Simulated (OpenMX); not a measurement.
Te2Pt (Moncheite):

```xyz
3
Lattice="4.0100 0.0000 0.0000 -2.0050 3.4728 0.0000 0.0000 0.0000 5.2010" Properties=species:S:1:pos:R:3 pbc="T T T"
Pt    0.0000    0.0000    0.0000
Te    2.0050    1.1576    3.9007
Te    0.0000    2.3152    1.3002
```

Base run:

| Quantity | Value |
| --- | --- |
| Program | OpenMX 3.8.5 |
| Functional | PBE |
| Potentials or basis | OpenMX 2013 PBE set, Pt7.0-s3p2d2f2, Te7.0-s3p3d2f1, grid cutoff 500 Ry |
| k mesh | 9 × 9 × 5 |
| Occupations | fermi-dirac, width 0.05 eV |
| Spin | no spin polarisation |

Its results: pressure 11.3 GPa; largest force 1.440 eV/Å.

Question: The run is repeated on the same cell with these changes: functional from PBE to LDA; potentials or basis from OpenMX 2013 PBE set, Pt7.0-s3p2d2f2, Te7.0-s3p3d2f1, grid cutoff 500 Ry to OpenMX 2013 LDA set, Pt7.0-s3p2d2f1, Te7.0-s3p2d2f1, grid cutoff 500 Ry. What comes out?

Answer: Pressure 4.7 GPa; largest force 1.052 eV/Å.

Caveats: the basis of atomic orbitals isn't converged, which shifts pressures, moduli and gaps; forces of over 1 eV/Å show positions far from the minimum, so gaps and moduli don't describe the material at rest.
